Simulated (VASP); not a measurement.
# BaF2 (Fm-3m) in VASP: single point with HSE06

Aim: the single point of BaF2 with HSE06.

Everything below comes from runs of VASP 6.6.1. Logs are shortened: lines on timing, memory, paths and dates and some standing lists are left out, and cuts for length are marked.

## 1. Starting point

It takes space group Fm-3m (No. 225, cubic). The conventional cell has a = 6.176 Å, b = 6.176 Å, c = 6.176 Å, α = 90.00°, β = 90.00°, γ = 90.00°. Ba (site symmetry m-3m) is surrounded by 8 F at 2.67 Å. F (site symmetry -43m) is surrounded by 4 Ba at 2.67 Å.

The cell comes from a database or a generator and needn't be the stable form of this composition.

## 2. Single point, HSE06

The input, POSCAR:

```
BaF2
1.0
    0.0000000000      3.0878000000      3.0878000000
    3.0878000000      0.0000000000      3.0878000000
    3.0878000000      3.0878000000      0.0000000000
Ba F
1 2
Direct
    0.0000000000      0.0000000000      0.0000000000
    0.2500000000      0.2500000000      0.2500000000
    0.7500000000      0.7500000000      0.7500000000
```

The input, INCAR.step1:

```
SYSTEM = BaF2
  ALGO = Normal
  EDIFF = 1E-5
  ENCUT = 520
  GGA = PE
  ISIF = 2
  ISMEAR = 0
  LASPH = .True.
  LCHARG = .False.
  LREAL = .False.
  LWAVE = .True.
  NELM = 80
  PREC = Accurate
  SIGMA = 0.02
```

The input, INCAR.step2:

```
SYSTEM = BaF2
  ALGO = Normal
  EDIFF = 1E-7
  ENCUT = 520
  GGA = PE
  HFSCREEN = 0.2
  ISIF = 2
  ISMEAR = 0
  ISTART = 1
  LASPH = .True.
  LCHARG = .False.
  LHFCALC = .True.
  LREAL = .False.
  LWAVE = .False.
  NELM = 80
  PREC = Accurate
  PRECFOCK = Fast
  SIGMA = 0.02
```

The input, KPOINTS:

```
k-points
0
Gamma
  6 6 6
  0 0 0
```

Potentials or basis: VASP PAW PBE potentials, release 64 (Ba_sv, F).

Started as:

```bash
$ cat potpaw_PBE.64/Ba_sv/POTCAR potpaw_PBE.64/F/POTCAR > POTCAR
$ cp INCAR.step1 INCAR
$ mpirun -np 1 vasp_std > vasp.out
$ cp INCAR.step2 INCAR
$ mpirun -np 1 vasp_std > vasp.out
```

OUTCAR:

```text
SYSTEM = BaF2
   EDIFF = 1E-7
   ENCUT = 520
   GGA = PE
   HFSCREEN = 0.2
   ISIF = 2
   ISMEAR = 0
   ISTART = 1
   LASPH = .True.
   LHFCALC = .True.
   LREAL = .False.
   NELM = 80
   PREC = Accurate
   PRECFOCK = Fast

 ion  position               nearest neighbor table
   1  0.000  0.000  0.000-   3 2.67   3 2.67   3 2.67   2 2.67   3 2.67   2 2.67   2 2.67   2 2.67

   2  0.250  0.250  0.250-   1 2.67   1 2.67   1 2.67   1 2.67
   3  0.750  0.750  0.750-   1 2.67   1 2.67   1 2.67   1 2.67

  LATTYP: Found a face centered cubic cell.
 ALAT       =     6.1756000000

  Lattice vectors:

 A1 = (   0.0000000000,   3.0878000000,   3.0878000000)
 A2 = (   3.0878000000,   0.0000000000,   3.0878000000)
 A3 = (   3.0878000000,   3.0878000000,   0.0000000000)

Analysis of symmetry for initial positions (statically):
=====================================================================
 Subroutine PRICEL returns:
 Original cell was already a primitive cell.

 Routine SETGRP: Setting up the symmetry group for a
 face centered cubic supercell.

 Subroutine GETGRP returns: Found 48 space group operations
 (whereof 48 operations were pure point group operations)
 out of a pool of 48 trial point group operations.

The static configuration has the point symmetry O_h .

Analysis of symmetry for dynamics (positions and initial velocities):
=====================================================================
 Subroutine PRICEL returns:
 Original cell was already a primitive cell.

 Routine SETGRP: Setting up the symmetry group for a
 face centered cubic supercell.

 Subroutine GETGRP returns: Found 48 space group operations
 (whereof 48 operations were pure point group operations)
 out of a pool of 48 trial point group operations.

The dynamic configuration has the point symmetry O_h .

 Subroutine INISYM returns: Found 48 space group operations
 (whereof 48 operations are pure point group operations),
 and found     1 'primitive' translations

----------------------------------------------------------------------------------------

                                     Primitive cell

  volume of cell :      58.8813

  direct lattice vectors                    reciprocal lattice vectors
     0.000000000  3.087800000  3.087800000    -0.161927586  0.161927586  0.161927586
     3.087800000  0.000000000  3.087800000     0.161927586 -0.161927586  0.161927586
     3.087800000  3.087800000  0.000000000     0.161927586  0.161927586 -0.161927586

  length of vectors
     4.366808638  4.366808638  4.366808638     0.280466806  0.280466806  0.280466806

  position of ions in fractional coordinates (direct lattice)
     0.000000000  0.000000000  0.000000000
     0.250000000  0.250000000  0.250000000
     0.750000000  0.750000000  0.750000000

  ion indices of the primitive-cell ions
   primitive index   ion index
                 1           1
                 2           2
                 3           3

----------------------------------------------------------------------------------------

 KPOINTS: k-points

Automatic generation of k-mesh.
 Grid dimensions read from file:
 generate k-points for:    6    6    6

 Generating k-lattice:

  Cartesian coordinates                     Fractional coordinates (reciprocal lattice)
    -0.026987931  0.026987931  0.026987931     0.166666667  0.000000000  0.000000000
     0.026987931 -0.026987931  0.026987931     0.000000000  0.166666667  0.000000000
     0.026987931  0.026987931 -0.026987931     0.000000000  0.000000000  0.166666667

  Length of vectors
     0.046744468  0.046744468  0.046744468

  Shift w.r.t. Gamma in fractional coordinates (k-lattice)
     0.000000000  0.000000000  0.000000000

 Subroutine IBZKPT returns following result:
 ===========================================

 Found     16 irreducible k-points:

 Following reciprocal coordinates:
            Coordinates               Weight
  0.000000  0.000000  0.000000      1.000000
  0.166667  0.000000  0.000000      8.000000
  0.333333  0.000000  0.000000      8.000000
  0.500000  0.000000  0.000000      4.000000
  0.166667  0.166667  0.000000      6.000000
  0.333333  0.166667  0.000000     24.000000
[... 8 lines left out ...]
 -0.333333  0.333333  0.166667     24.000000
 -0.333333  0.500000  0.166667     12.000000
   k-points           NKPTS =     16   k-points in BZ     NKDIM =    216   number of bands    NBANDS=     16
   number of dos      NEDOS =    301   number of ions     NIONS =      3
   total plane-waves  NPLWV =  32768
   dimension x,y,z NGX =    32 NGY =   32 NGZ =   32
   dimension x,y,z NGXF=    64 NGYF=   64 NGZF=   64
   ions per type =               1   2
   NGX,Y,Z   is equivalent  to a cutoff of  12.18, 12.18, 12.18 a.u.
   NGXF,Y,Z  is equivalent  to a cutoff of  24.37, 24.37, 24.37 a.u.
 SYSTEM =  BaF2
   PREC   = accura    normal or accurate (medium, high low for compatibility)
   ISTART =      1    job   : 0-new  1-cont  2-samecut
   ICHARG =      0    charge: 1-file 2-atom 10-const
   ISPIN  =      1    spin polarized calculation?
   LNONCOLLINEAR =      F non collinear calculations
   LSORBIT =      F    spin-orbit coupling
   LASPH  =      T    aspherical Exc in radial PAW
   ENCUT  =  520.0 eV  38.22 Ry    6.18 a.u.   8.12  8.12  8.12*2*pi/ulx,y,z
   NELM   =     80;   NELMIN=  2; NELMDL=  0     # of ELM steps
   EDIFF  = 0.1E-06   stopping-criterion for ELM
   LREAL  =      F    real-space projection
   EDIFFG = 0.1E-05   stopping-criterion for IOM
   NSW    =      0    number of steps for IOM
   IBRION =     -1    ionic relax: 0-MD 1-quasi-New 2-CG
   NFREE  =      0    steps in history (QN), initial steepest desc. (CG)
   ISIF   =      2    stress and relaxation
   ISYM   =      3    0-nonsym 1-usesym 2-fastsym
   POTIM  = 0.5000    time-step for ionic-motion
   TEBEG  =    0.0;   TEEND  =   0.0 temperature during run
   PSTRESS=    0.0 pullay stress
   NELECT =      24.0000    total number of electrons
   NUPDOWN=      -1.0000    fix difference up-down
   EMIN   =  10.00;   EMAX   =-10.00  energy-range for DOS
   EFERMI =   0.00;   METHOD = LEGACY
   ISMEAR =     0;   SIGMA  =   0.02  broadening in eV -4-tet -1-fermi 0-gaus
   EFERMI_NEDOS =   21; number of points for ismear=-14 and -15
   IALGO  =     38    algorithm
   IMIX   =      1    mixing-type and parameters
     AMIX     =   0.40;   BMIX     =  1.00
     AMIX_MAG =   1.60;   BMIX_MAG =  1.00
  volume/ion in A,a.u.               =      19.63       132.45
  Fermi-wavevector in a.u.,A,eV,Ry     =   1.213816  2.293779 20.046124  1.473349
  Thomas-Fermi vector in A             =   2.349256
   LORBIT       =      0    0 simple, 1 ext, 2 COOP (PROOUT), +10 PAW based schemes
   GGA     = PE    functional components
   LHFCALC =     T    Hartree Fock is set to
   PRECFOCK=fast      Normal, Fast or Accurate (Low or Medium for compatibility)
   ENCUT4O =  -1.0   cutoff for four orbital integrals eV
   NKREDX  =     1    reduce k-point grid by
   NKREDY  =     1    reduce k-point grid by
   NKREDZ  =     1    reduce k-point grid by
   AEXX    =    0.2500 exact exchange contribution
   HFSCREEN=    0.2000 screening length (either q_TF or 0.3 A-1)
   HFSCREENC=   0.2000 screening length for correlation (either q_TF or 0.3 A-1)
   ENCUTFOCK=  -1.0 apply spherical cutoff to Coloumb kernel
   IVDW    =     0    specifies the selected vdW correction
   LEPSILON=     F    determine dielectric tensor
   LRPA    =     F    only Hartree local field effects (RPA)
 non-spin polarized calculation
 Gauss-broadening in eV      SIGMA  =   0.02
  energy-cutoff  :      520.00
  volume of cell :       58.88
 maximum number of plane-waves:      1600
  NGX = 18; NGY = 18; NGZ = 18

 number of electron      23.9999974 magnetization

 Free energy of the ion-electron system (eV)
  ---------------------------------------------------
  ext. energy  EPLUGINS =         0.00000000
  ---------------------------------------------------
  free energy    TOTEN  =       -20.39462889 eV

  energy without entropy =      -20.39462889  energy(sigma->0) =      -20.39462889

 E-fermi :  -3.4793     XC(G=0):  -7.2140

 val. band max:       -3.6088115479   @ k =  -0.1667   0.1667   0.0000
 cond. band min:       5.1777343168   @ k =   0.0000   0.0000   0.0000
 fundamental gap:      8.7865458647
 Fermi energy:        -3.4793276170

 k-point     1 :       0.0000    0.0000    0.0000
  band No.  band energies     occupation
      1     -27.6395      2.00000
      2     -24.1452      2.00000
      3     -23.9650      2.00000
      4     -11.3052      2.00000
      5     -11.3052      2.00000
      6     -11.3052      2.00000
[... 8 lines left out ...]
     15       7.7761      0.00000
     16      10.1902      0.00000

 k-point     2 :       0.1667    0.0000    0.0000
  band No.  band energies     occupation
      1     -27.5685      2.00000
      2     -24.1735      2.00000
      3     -24.0483      2.00000
      4     -11.3641      2.00000
      5     -11.3575      2.00000
      6     -11.3575      2.00000
[... 8 lines left out ...]
     15       7.7569      0.00000
     16       9.8478      0.00000

 k-point     3 :       0.3333    0.0000    0.0000
  band No.  band energies     occupation
      1     -27.4135      2.00000
      2     -24.2976      2.00000
      3     -24.1617      2.00000
      4     -11.4616      2.00000
      5     -11.4569      2.00000
      6     -11.4569      2.00000
[... 8 lines left out ...]
     15       7.7501      0.00000
     16       9.0808      0.00000
[... 210 lines left out ...]
 k-point    15 :      -0.3333    0.3333    0.1667
  band No.  band energies     occupation
      1     -27.2421      2.00000
      2     -24.3823      2.00000
      3     -24.3293      2.00000
      4     -11.7373      2.00000
      5     -11.4633      2.00000
      6     -11.4625      2.00000
[... 8 lines left out ...]
     15       8.3720      0.00000
     16       8.7551      0.00000

 k-point    16 :      -0.3333    0.5000    0.1667
  band No.  band energies     occupation
      1     -27.2118      2.00000
      2     -24.4268      2.00000
      3     -24.3276      2.00000
      4     -11.8053      2.00000
      5     -11.6197      2.00000
      6     -11.2770      2.00000
[... 8 lines left out ...]
     15       8.6556      0.00000
     16       9.2255      0.00000

------------------------ aborting loop because EDIFF is reached ----------------------------------------

  FORCE on cell =-STRESS in cart. coord.  units (eV):
  Direction    XX          YY          ZZ          XY          YZ          ZX
  --------------------------------------------------------------------------------------
  -------------------------------------------------------------------------------------
  Total        0.7266161      0.7266161      0.7266161      0.0000000      0.0000000      0.0000000
  in kB       19.7714311     19.7714311     19.7714311      0.0000000      0.0000000      0.0000000
  external PRESSURE =      19.7714311 kB  Pullay stress =       0.0000000 kB

 VOLUME and BASIS-vectors are now :
 -----------------------------------------------------------------------------
  energy-cutoff  :      520.00
  volume of cell :       58.88
      direct lattice vectors                 reciprocal lattice vectors
     0.000000000  3.087800000  3.087800000    -0.161927586  0.161927586  0.161927586
     3.087800000  0.000000000  3.087800000     0.161927586 -0.161927586  0.161927586
     3.087800000  3.087800000  0.000000000     0.161927586  0.161927586 -0.161927586

 POSITION                                       TOTAL-FORCE (eV/Angst)
 -----------------------------------------------------------------------------------
      0.00000      0.00000      0.00000         0.000000     -0.000000     -0.000000
      1.54390      1.54390      1.54390        -0.000000     -0.000000     -0.000000
      4.63170      4.63170      4.63170        -0.000000      0.000000      0.000000
 -----------------------------------------------------------------------------------
    total drift:                                0.000000      0.000000      0.000000

  FREE ENERGIE OF THE ION-ELECTRON SYSTEM (eV)
  ---------------------------------------------------
  free  energy   TOTEN  =       -20.3946288916 eV

  energy  without entropy=      -20.3946288916  energy(sigma->0) =      -20.39462889
```

Run time: 20 min. Hardware: 1 thread of AMD EPYC 9R45 (Zen 5), shared host; peak memory 0.28 GiB.

Results:

```
Free energy            : -20.3946 eV
Pressure               : 2.0 GPa
Band gap on the k mesh : 8.79 eV, indirect (least direct gap 8.87 eV)
```

Caveat: the PAW data sets were made with another functional, which shifts forces and pressure a little; spin-orbit coupling is left out, which moves the levels of the heavy elements. A k mesh can miss the band edges.
